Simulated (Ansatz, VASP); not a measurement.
## As (linear As chain): VASP beside Ansatz

Wanted: the spread between two codes on one cell, functional and k mesh. The structure shown is the end of the Ansatz relaxation below.

Calculated with Ansatz 0.2.0; plane waves, with VASP 6.6.1 beside it; single point at RPBE.

### Step 1. Starting point

The cell holds 1 atom: 1 As. Its edges and angles: a = 7.500 Å, b = 7.500 Å, c = 2.350 Å, α = 90.0°, β = 90.0°, γ = 90.0°. Vacuum lies along a and b. The structure's axis is c.

### Step 2. Ansatz: relaxation, RPBE

Ansatz runs on its default PAW (the set named soft_2) files.

This run makes the geometry at which the two programs are then compared.

Input file input.yaml:

```yaml
crystal:
  lattice:
    - [7.5, 0.0, 0.0]
    - [0.0, 7.5, 0.0]
    - [0.0, 0.0, 2.2134]
  atoms:
    - { symbol: As, position: [0.5, 0.5, 0.0], spin: 0.3 }
magnetization:
  spin_polarized: true
kpoints:
  mp_grid: { grid: [1, 1, 37] }
scf:
  occupations: { method: fermi_dirac, width: 0.05 }
hamiltonian:
  xc: rpbe
relax:
  cell: { fix: [a, b, alpha, beta, gamma] }
  max_steps: 60
```

Run with:

```console
$ ansatz run input.yaml --threads 4 --pin off --max-ram 8192MiB --backend cpu --events-out ev --progress --plain --runs-dir out
```

Numbers of over 12 decimals in the logs are rounded to 6 here.

The program printed:

```text
Engine: ansatz 0.2.0, aarch64-unknown-linux-gnu
Pseudopotentials: kind: paw
Pseudopotential: As, paw, valence charge 15, recommended cutoff 420 eV (normal), As.paw.azcp
Functional definition: RPBE
  parameter kappa = 0.804
  parameter beta = 0.066725
  exchange = rpbe_x(kappa = kappa, mu = beta*pi^2/3)
  correlation = pbe_c(beta = beta)
Crystal: 1 atoms, lattice volume = 124.504 Å³
Basis set: ecut = 420 eV, 2463 PW (Γ), exchange–correlation on 108×108×30 points (8 copies of the dense FFT grid, shifted against one another)
Bands: 12, of which v1, the nominal top of the filled ones, is band 8 counted from 1 (7 counted from 0)
Symmetry: 16 space group operations
Space group: P4/mmm (ITA 123), of the structure as read, at distance tolerance 5.0e-5 Å
Magnetic group: BNS 123.339 (UNI 999), of the structure as read, at distance tolerance 5.0e-5 Å
k-points: 19 of 37
Non-local potential: As, projectors of the file, l = 0: 2, l = 1: 2, l = 2: 3, l = 3: 1
PAW form: soft (Blöchl's): semilocal exchange-correlation on the pseudo side does not see the compensation charge
PAW frozen core: As, regenerated for the run's functional, and the local potential with it (the file was generated under x = pbe(κ = 0.804, μ = 0.219515), c = pbe(β = 0.066725))
PAW one-centre angular grid: As, 590 points (default); XC on 64 Gauss nodes
Initial density: superposition of atomic densities (neutral atoms: chi_scale 0, normalization atom)
Starting moments: Σ|m| = 0.3 μB on 1 of 1 site
Initial wavefunctions: pseudopotential atomic-orbital guess
Functional: x = rpbe, c = pbe(β = 0.066725)
iter 1 solved again at ethr=7.29e-4 eV; its pass at ethr=3.10e-3 eV (dr2=1.09e-1 eV) is discarded
SCF iter   1: F=—  HF=-4860.957978 eV  |F-HF|=—  |Δ(HF+E_count)|=         —  Δρ=1.06e-2 (↑1.06e-2 ↓1.04e-2)  dr2=1.11e-1  dr2_m=1.11e-1  M=0.047 μB ∫|m|=0.047 μB  β_m=0.30  ethr=7.29e-4  ⟨swp⟩=1.0  Hψ=3596  notcnv=0
preconditioner: auto → LDOS  [metal: Δε(μ)=0.104 eV  Ē_g=10.086 eV  σ=0.050 eV  W_gap=0.44  n_scr=20 (ndim 8)  ℏωp=6.8 eV  f_vac=0.683  D(μ)=0.81/eV (n_scr^D=4)]
spin=Collinear: LDOS preconditioning applied to the charge; magnetization (m = ρ↑ − ρ↓) channel mixes plain (no charge-response kernel on spin).
SCF iter   2: F=—  HF=-4860.942424 eV  |F-HF|=—  |Δ(HF+E_count)|=   1.56e-2  Δρ=7.46e-3 (↑7.46e-3 ↓7.29e-3)  dr2=5.32e-2  dr2_m=5.49e-2  M=0.040 μB ∫|m|=0.041 μB  β_m=0.30  ethr=7.29e-4  ⟨swp⟩=2.0  Hψ=601  notcnv=0
SCF iter   3: F=—  HF=-4860.928092 eV  |F-HF|=—  |Δ(HF+E_count)|=   1.43e-2  Δρ=4.96e-3 (↑4.96e-3 ↓4.90e-3)  dr2=1.93e-3  dr2_m=2.72e-2  M=0.035 μB ∫|m|=0.035 μB  β_m=0.30  ethr=3.55e-4  ⟨swp⟩=2.9  Hψ=807  notcnv=0
SCF iter   4: F=—  HF=-4860.930772 eV  |F-HF|=—  |Δ(HF+E_count)|=   2.68e-3  Δρ=3.49e-3 (↑3.42e-3 ↓3.49e-3)  dr2=8.95e-4  dr2_m=1.35e-2  M=0.030 μB ∫|m|=0.030 μB  β_m=0.30  ethr=1.29e-5  ⟨swp⟩=2.6  Hψ=803  notcnv=0
SCF iter   5: F=—  HF=-4860.932181 eV  |F-HF|=—  |Δ(HF+E_count)|=   1.41e-3  Δρ=2.48e-3 (↑2.37e-3 ↓2.48e-3)  dr2=5.49e-5  dr2_m=6.71e-3  M=0.025 μB ∫|m|=0.025 μB  β_m=0.30  ethr=5.97e-6  ⟨swp⟩=2.0  Hψ=722  notcnv=0
SCF iter   6: F=—  HF=-4860.932697 eV  |F-HF|=—  |Δ(HF+E_count)|=   5.17e-4  Δρ=1.71e-3 (↑1.71e-3 ↓1.71e-3)  dr2=4.52e-6  dr2_m=3.35e-3  M=0.022 μB ∫|m|=0.022 μB  β_m=0.30  ethr=3.66e-7  ⟨swp⟩=2.0  Hψ=744  notcnv=0
SCF iter   7: F=—  HF=-4860.932984 eV  |F-HF|=—  |Δ(HF+E_count)|=   2.87e-4  Δρ=1.22e-3 (↑1.22e-3 ↓1.21e-3)  dr2=7.61e-7  dr2_m=1.67e-3  M=0.019 μB ∫|m|=0.019 μB  β_m=0.30  ethr=3.01e-8  ⟨swp⟩=2.0  Hψ=659  notcnv=0
Mixer restart at iter 7: flushing history
spin-set hold released at iteration 7 (site moments contracting): the magnetisation degrees of freedom join the quasi-Newton model from the next iteration; the mixer history was flushed
SCF iter   8: F=—  HF=-4860.933137 eV  |F-HF|=—  |Δ(HF+E_count)|=   1.53e-4  Δρ=8.59e-4 (↑8.59e-4 ↓8.57e-4)  dr2=5.03e-7  dr2_m=8.40e-4  M=0.016 μB ∫|m|=0.016 μB  β_m=0.65  ethr=5.07e-9  ⟨swp⟩=2.0  Hψ=650  notcnv=0
SCF iter   9: F=—  HF=-4860.933343 eV  |F-HF|=—  |Δ(HF+E_count)|=   2.06e-4  Δρ=6.69e-5 (↑6.29e-5 ↓6.69e-5)  dr2=4.23e-8  dr2_m=4.79e-6  M=0.007 μB ∫|m|=0.007 μB  β_m=0.82  ethr=3.36e-9  ⟨swp⟩=2.8  Hψ=812  notcnv=0
SCF iter  10: F=—  HF=-4860.933369 eV  |F-HF|=—  |Δ(HF+E_count)|=   2.60e-5  Δρ=3.85e-5 (↑3.79e-5 ↓3.85e-5)  dr2=3.19e-8  dr2_m=1.66e-6  M=0.004 μB ∫|m|=0.004 μB  β_m=0.91  ethr=2.82e-10  ⟨swp⟩=5.0  Hψ=1552  notcnv=0
SCF iter  11: F=—  HF=-4860.933376 eV  |F-HF|=—  |Δ(HF+E_count)|=   6.97e-6  Δρ=1.23e-5 (↑1.15e-5 ↓1.23e-5)  dr2=7.28e-8  dr2_m=1.42e-7  M=0.001 μB ∫|m|=0.001 μB  β_m=0.77  ethr=2.13e-10  ⟨swp⟩=5.0  Hψ=1559  notcnv=0
SCF iter  12: F=—  HF=-4860.933376 eV  |F-HF|=—  |Δ(HF+E_count)|=   3.41e-7  Δρ=2.50e-6 (↑2.50e-6 ↓2.38e-6)  dr2=2.04e-10  dr2_m=6.72e-9  M=0.000 μB ∫|m|=0.000 μB  β_m=0.89  ethr=2.13e-10  ⟨swp⟩=4.6  Hψ=1482  notcnv=0
[...]
SCF 4 converged in 8 iterations: F = -4861.047510 eV  dr2 = 2.30e-13
relax step   4: F+E_penalty+E_count = -4861.04751047 eV  Δ(F+E_penalty+E_count) = -1.659e-3 eV  max|allowed force component| = 0.000e0 eV/Å  Δτ_max = 0.0000 Å  P = +0.116 GPa  Ω = 131.901 Å³  energy of the carried Pulay correction = -1.247e-4 eV  fix = [a, b, alpha, beta, gamma]  reactions: a +0.133, b +0.133 GPa  (8 SCF iters, dr2 threshold 1.00e-7 eV, accepted)
[...]
relax step   5: F+E_penalty+E_count = -4861.04756531 eV  Δ(F+E_penalty+E_count) = -5.484e-5 eV  max|allowed force component| = 0.000e0 eV/Å  Δτ_max = 0.0000 Å  P = +0.083 GPa  Ω = 132.193 Å³  energy of the carried Pulay correction = -1.295e-4 eV  fix = [a, b, alpha, beta, gamma]  reactions: a +0.133, b +0.133 GPa  (7 SCF iters, dr2 threshold 1.69e-8 eV, accepted)
[...]
relax step   6: F+E_penalty+E_count = -4861.04781275 eV  Δ(F+E_penalty+E_count) = -2.474e-4 eV  max|allowed force component| = 0.000e0 eV/Å  Δτ_max = 0.0000 Å  P = +0.086 GPa  Ω = 132.193 Å³  fix = [a, b, alpha, beta, gamma]  reactions: a +0.134, b +0.134 GPa  stress off target by 8.90e-3 GPa on what of the cell is left free  SCF on the basis re-selected at this cell (its energy is not comparable with the rows above)  (5 SCF iters)
basis re-selected at this cell: Δ(F+E_penalty+E_count) = -2.474e-4 eV, ΔP = +0.003 GPa vs the last step (what re-selecting the basis moved, of the pressure what is left beyond the Pulay correction that the steps carried, after the strain that the cell walked since its last selection, with what the two solves' SCF thresholds leave and, on support functions, any second-order correction that the steps lacked; it is no measure of the basis error at this ecutwfc). The dense FFT grid was sized anew with the basis: this SCF ran on 54×54×16 points, the steps before it on 54×54×15, so part of this shift can come from that change (see relax.cell in the input reference). [rest of the remark cut]
SCF converged after 5 iterations
Magnetization: -0.0000 μB (7.5000 up, 7.5000 down)
Absolute magnetization: 0.0000 μB (∫|ρ↑−ρ↓|, with the PAW one-centre terms)
Spin contamination: 0.0000 ħ² per cell (⟨S²⟩ above its minimum at these occupations)
Per-site moments (μB) at R_I (Å): [(-5.552210954268287e-7, 0.969418)]
Free energy (F): -4861.047813 eV
Harris-Foulkes:  -4861.047813 eV  (|F-HF|=3.24e-10)
Internal energy: -4861.039255 eV  (E = F + TS)
E sigma→0 (E₀):  -4861.043534 eV
Entropy (-TS):   -0.008558 eV (-8.558 meV/atom)
Fermi energy:    -2.603199 eV
--- Per-component energies (eV) ---
  E_band       = -420.174333
  E_kinetic    = 100.709552
  E_local      = -4002.661397  (includes V_loc(G=0)·N_el)
  E_nonlocal   = -672.371423
  E_hartree    = 1997.936776
  E_xc         = -77.889912
  E_vxc        = -76.991324  (∫ρ·V_xc dr)
  E_paw        = -1839.784684  (= ΣΔE_a)
  E_vpaw       = 235.266785  (= ΣTr[D̂ρ^β])
  E_aug_tail   = 0.000008  (compensation charges beyond the density's cutoff)
  E_ewald      = -366.744020
  E_core_change = -0.234155  (= ΣΔE_core)
  E_smearing   = -0.008558  (= −TS)
  E_closure    = -0.000000  (closes the sum)
  Σ components = -4861.047813   (vs F -4861.047813, Δ=0.00e0)
--- Forces (eV/Å), atoms counted from 1 ---
  atom   1  As    -0.00000000    -0.00000000     0.00000000
  max |Σ_I F_I| component: 1.01e-28 eV/Å
--- Stress (GPa, compression-positive) ---
        0.133896       0.000000       0.000000
        0.000000       0.133896       0.000000
        0.000000       0.000000      -0.008905
  P = ⅓ Tr σ = 0.0863 GPa (0.863 kbar)
--- Relaxed structure (5 steps of the walk, 5 accepted, 1 SCFs on fresh bases) ---
  F+E_penalty+E_count = -4861.04781275 eV   max|allowed force component| = 0.000e0 eV/Å   (the final SCF, on the basis selected at the relaxed cell)
  cell:  # Å, volume = 132.1933 Å³
    - [7.5, 0.0, 0.0]
    - [0.0, 7.5, 0.0]
    - [0.0, 0.0, 2.350104]
  atoms:
    - { symbol: As, position: [0.500000, 0.500000, 0.0] }
```

The column dr2 measures how far the density is from self-consistency, as an energy; F and HF (Harris–Foulkes) agree once it is small.

### Step 3. VASP: single point, RPBE

The same cell, functional, mesh and smearing now go to VASP, with its own data sets.

Lines of VASP's logs that name or quote its potential files are left out, and so is its time.

Input file INCAR:

```
SYSTEM = As
PREC = Accurate
ENCUT = 500
EDIFF = 1E-06
NELM = 200
ISMEAR = -1
SIGMA = 0.05
LREAL = .FALSE.
ALGO = Normal
GGA = RP
NBANDS = 9
ISPIN = 2
MAGMOM = -0
LORBIT = 11
LWAVE = .FALSE.
LCHARG = .FALSE.
ISIF = 2
LASPH = .TRUE.
GGA_COMPAT = .FALSE.
```

Input file POSCAR:

```
As
1.0
    7.5000000000      0.0000000000      0.0000000000
    0.0000000000      7.5000000000      0.0000000000
    0.0000000000      0.0000000000      2.3501037745
As
1
Direct
    0.5000000000      0.5000000000      0.0000000000
```

Input file KPOINTS:

```
Automatic mesh
0
Gamma
1 1 37
0 0 0
```

PAW data sets: As (PBE family, release 64).

Run with:

```console
$ mpirun -np 1 vasp_std
```

The program printed:

```text
[banner, memory and clock lines left out]
running    1 mpi-ranks, on    1 nodes
 distrk:  each k-point on    1 cores,    1 groups
 distr:  one band on    1 cores,    1 groups

 POSCAR found type information on POSCAR As
 POSCAR found :  1 types and       1 ions
|                                                                             |
|               ----> ADVICE to this user running VASP <----                  |
|                                                                             |
|     You enforced a specific xc type in the INCAR file but a different       |
|     [... a line on the potential file left out ...]
|     I HOPE YOU KNOW WHAT YOU ARE DOING!                                     |
|                                                                             |

 LDA part: xc-table for (Slater+PW92), standard interpolation
 POSCAR, INCAR and KPOINTS ok, starting setup
 FFT: planning ... GRIDC
 FFT: planning ... GRID_SOFT
 FFT: planning ... GRID
 WAVECAR not read
 entering main loop
       N       E                     dE             d eps       ncg     rms          rms(c)
DAV:   1     0.219003132343E+02    0.21900E+02   -0.14471E+03   684   0.311E+02
DAV:   2    -0.172132698758E+01   -0.23622E+02   -0.18932E+02   861   0.543E+01
DAV:   3    -0.338460297605E+01   -0.16633E+01   -0.16296E+01   830   0.191E+01
DAV:   4    -0.340327357796E+01   -0.18671E-01   -0.18661E-01   836   0.240E+00
DAV:   5    -0.340352850539E+01   -0.25493E-03   -0.25493E-03   895   0.246E-01    0.199E+00
DAV:   6    -0.338552012727E+01    0.18008E-01   -0.11948E-02   811   0.475E-01    0.113E+00
DAV:   7    -0.337759128067E+01    0.79288E-02   -0.19935E-02   786   0.614E-01    0.110E-01
DAV:   8    -0.337751838761E+01    0.72893E-04   -0.21736E-03   692   0.240E-01    0.974E-02
DAV:   9    -0.337728426649E+01    0.23412E-03   -0.13769E-04   790   0.513E-02    0.438E-02
DAV:  10    -0.337732212889E+01   -0.37862E-04   -0.12259E-04   684   0.539E-02    0.246E-02
DAV:  11    -0.337752490353E+01   -0.20277E-03   -0.18899E-04   684   0.628E-02    0.129E-02
DAV:  12    -0.337755697101E+01   -0.32067E-04   -0.53118E-06   742   0.158E-02    0.670E-03
DAV:  13    -0.337760127041E+01   -0.44299E-04   -0.13523E-05   692   0.196E-02    0.240E-03
DAV:  14    -0.337760574067E+01   -0.44703E-05   -0.41217E-07   785   0.413E-03    0.792E-04
DAV:  15    -0.337761404301E+01   -0.83023E-05   -0.10743E-06   692   0.535E-03    0.149E-03
DAV:  16    -0.337761433328E+01   -0.29027E-06   -0.57058E-08   731   0.214E-03
   1 F= -.33776143E+01 E0= -.33732801E+01  d E =-.866853E-02  mag=    -0.0000
```

From OUTCAR (step 3):

```text
ion  position               nearest neighbor table
   1  0.500  0.500  0.000-

  LATTYP: Found a simple tetragonal cell.
 ALAT       =     7.5000000000
 C/A-ratio  =     0.3133471699

 Subroutine GETGRP returns: Found 16 space group operations
 (whereof 16 operations were pure point group operations)

The static configuration has the point symmetry D_4h.

 Found     19 irreducible k-points:

   k-points           NKPTS =     19   k-points in BZ     NKDIM =     19   number of bands    NBANDS=      9

   dimension x,y,z NGX =    56 NGY =   56 NGZ =   18
   dimension x,y,z NGXF=   112 NGYF=  112 NGZF=   36

   ENCUT  =  500.0 eV  36.75 Ry    6.06 a.u.  13.67 13.67  4.28*2*pi/ulx,y,z

   NELECT =       5.0000    total number of electrons

 k-points in reciprocal lattice and weights: Automatic mesh
   0.00000000  0.00000000  0.00000000       0.027
   0.00000000  0.00000000  0.02702703       0.054
   0.00000000  0.00000000  0.05405405       0.054
   0.00000000  0.00000000  0.08108108       0.054
   0.00000000  0.00000000  0.10810811       0.054
   0.00000000  0.00000000  0.13513514       0.054
   0.00000000  0.00000000  0.16216216       0.054
   0.00000000  0.00000000  0.18918919       0.054
   0.00000000  0.00000000  0.21621622       0.054
[...]
0.00000000  0.00000000  0.45945946       0.054
   0.00000000  0.00000000  0.48648649       0.054

 average (electrostatic) potential at core
       1 -58.3423

 E-fermi :  -3.4654

 spin component 1
 k-point     1 :       0.0000    0.0000    0.0000
  band No.  band energies     occupation
      1     -15.9076      1.00000
      2      -5.6661      1.00000
      3      -5.6661      1.00000
      4       0.0162      0.00000
      5       1.7056      0.00000
      6       2.9728      0.00000
      7       3.2599      0.00000
      8       3.2599      0.00000
    ...

 k-point     2 :       0.0000    0.0000    0.0270
  band No.  band energies     occupation
      1     -15.8882      1.00000
      2      -5.6464      1.00000
      3      -5.6464      1.00000
      4       0.0356      0.00000
      5       1.7253      0.00000
      6       2.9924      0.00000
      7       3.2796      0.00000
      8       3.2796      0.00000
    ...

 k-point     3 :       0.0000    0.0000    0.0541
  band No.  band energies     occupation
      1     -15.8300      1.00000
      2      -5.5874      1.00000
      3      -5.5874      1.00000
      4       0.0935      0.00000
      5       1.7846      0.00000
      6       3.0511      0.00000
      7       3.3388      0.00000
      8       3.3388      0.00000
    ...

 k-point     4 :       0.0000    0.0000    0.0811
  band No.  band energies     occupation
      1     -15.7329      1.00000
      2      -5.4893      1.00000
      3      -5.4893      1.00000
      4       0.1898      0.00000
      5       1.8833      0.00000
      6       3.1489      0.00000
      7       3.4372      0.00000
      8       3.4372      0.00000
    ...

 k-point     5 :       0.0000    0.0000    0.1081
  band No.  band energies     occupation
      1     -15.5969      1.00000
      2      -5.3525      1.00000
      3      -5.3525      1.00000
      4       0.3238      0.00000
      5       2.0216      0.00000
      6       3.2858      0.00000
      7       3.5749      0.00000
      8       3.5749      0.00000
    ...

 k-point     6 :       0.0000    0.0000    0.1351
  band No.  band energies     occupation
      1     -15.4218      1.00000
      2      -5.1773      1.00000
      3      -5.1773      1.00000
      4       0.4934      0.00000
      5       2.1993      0.00000
      6       3.4617      0.00000
      7       3.7516      0.00000
      8       3.7516      0.00000
    ...

  Total        0.1096603      0.1096603      0.0637800     -0.0000000      0.0000000     -0.0000000
  in kB        1.3290781      1.3290781      0.7730108     -0.0000000      0.0000000     -0.0000000
  external PRESSURE =       1.1437223 kB  Pullay stress =       0.0000000 kB

  energy-cutoff  :      500.00
  volume of cell :      132.19
      direct lattice vectors                 reciprocal lattice vectors
     7.500000000  0.000000000  0.000000000     0.133333333  0.000000000  0.000000000
     0.000000000  7.500000000  0.000000000     0.000000000  0.133333333  0.000000000
     0.000000000  0.000000000  2.350103774     0.000000000  0.000000000  0.425513125

 POSITION                                       TOTAL-FORCE (eV/Angst)
 -----------------------------------------------------------------------------------
      3.75000      3.75000      0.00000         0.000000      0.000000      0.000000
 -----------------------------------------------------------------------------------
    total drift:                                0.000000     -0.000000      0.000000

  FREE ENERGIE OF THE ION-ELECTRON SYSTEM (eV)
  ---------------------------------------------------
  free  energy   TOTEN  =        -3.3776143333 eV

  energy  without entropy=       -3.3689457987  energy(sigma->0) =       -3.37328007

 total charge
# of ion       s       p       d       tot
------------------------------------------
    1        1.299   1.340   0.037   2.676

 magnetization (x)
# of ion       s       p       d       tot
------------------------------------------
    1        0.000  -0.000  -0.000  -0.000

[... 6 further parts left out ...]
```

This run allows spin, but its moments start at zero, where symmetry between the spins tends to hold them. Its electron count is odd, so without a moment it is a metal by construction.

### Step 4. Differences

Known differences besides the potentials themselves: the data sets hold 15 valence electrons in Ansatz (on its default PAW (the set named soft_2) files) and 5 in VASP; the cutoff is 420 eV in Ansatz and 500 eV in VASP; Ansatz makes its cores anew for this functional, VASP keeps those of its PBE data sets; Ansatz's pressure holds a Pulay correction, VASP's none. Total energies have different zeros and are not compared.

Both answers:

| quantity | Ansatz | VASP | difference |
| --- | --- | --- | --- |
| pressure (GPa) | 0.09 | 0.11 | -0.03 |

### Step 5. What came out

```json
{"difference in pressure (single point, RPBE)": "-0.028 GPa"}
```

What this shows: The difference in pressure is -0.028 GPa (single point, RPBE), within the 1 GPa picked in this series as the mark of a large difference. The data sets hold unlike numbers of valence electrons (15 in Ansatz and 5 in VASP), so part of the differences comes from the potentials. How closely two codes agree says nothing of how well the functional describes the real material.

[Lines on the potential files, build, host, timing and source positions are cut from VASP's logs without a mark.]

[Logs are printed without paths, hosts, clocks, repeated set-up lines and the standing remarks that a program may print on its own settings, such as how far it seeks lower states.]

[Hosts, paths, dates, database ids (printed as entryN), source tags and the programs' standing remarks are cut or masked in the printed files.]
